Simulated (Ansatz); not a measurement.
Runs of Ansatz 0.2.0 on TiAl. Symmetry: Pm-3m, No. 221, cubic system. The conventional cell has a = 3.179 Å, b = 3.179 Å, c = 3.179 Å, α = 90.00°, β = 90.00°, γ = 90.00°. Around Ti (site symmetry m-3m) lie 8 Al at 2.75 Å. Al (site symmetry m-3m) has 8 Ti at 2.75 Å as nearest neighbours. The cell comes from a database or a generator and needn't be the stable form of this composition.

```csv
task,level,potentials or basis,k mesh,cutoff (eV),smearing,mesh quality,gap on the mesh (eV),pressure (GPa)
atomic charges,HSE03+D3(BJ),Ansatz PAW,5 × 5 × 5,420,fermi-dirac 0.15 eV,coarse,none,(b)
projected density of states,r2SCAN0+D4,Ansatz PAW,6 × 6 × 6,500,gaussian 0.02 eV,not flagged,none,-4.3
atomic charges,r2SCANh+D4,Ansatz PAW,6 × 6 × 6,500,methfessel-paxton 0.05 eV,not flagged,none,-3.0
electrostatic potential,revPBE0,Ansatz PAW,5 × 5 × 5,420,fermi-dirac 0.1 eV,coarse,none,(a)
atomic charges,LDA,JTH PAW LDA,8 × 8 × 8,1230,gaussian 0.15 eV,not flagged,none,-5.6
```

Alike in all rows: no spin polarisation; cell as given.

Problem. Estimate the missing entries.

Solution. (a) -0.6; (b) -8.1.

Caveats: some runs use coarse meshes; the PAW data sets come from PBE, with cores solved anew for the run's functional, which leaves a small shift of forces and pressure (some runs); the thresholds are loose for stress (some runs); pairwise dispersion overbinds metals, which lowers pressure and volume (some runs); the dispersion damping was fitted for another functional or another form of the correction (some runs).

A gap of «none» marks a metal or a gap under the smearing width.

Runs at the PBE level aren't shown here.
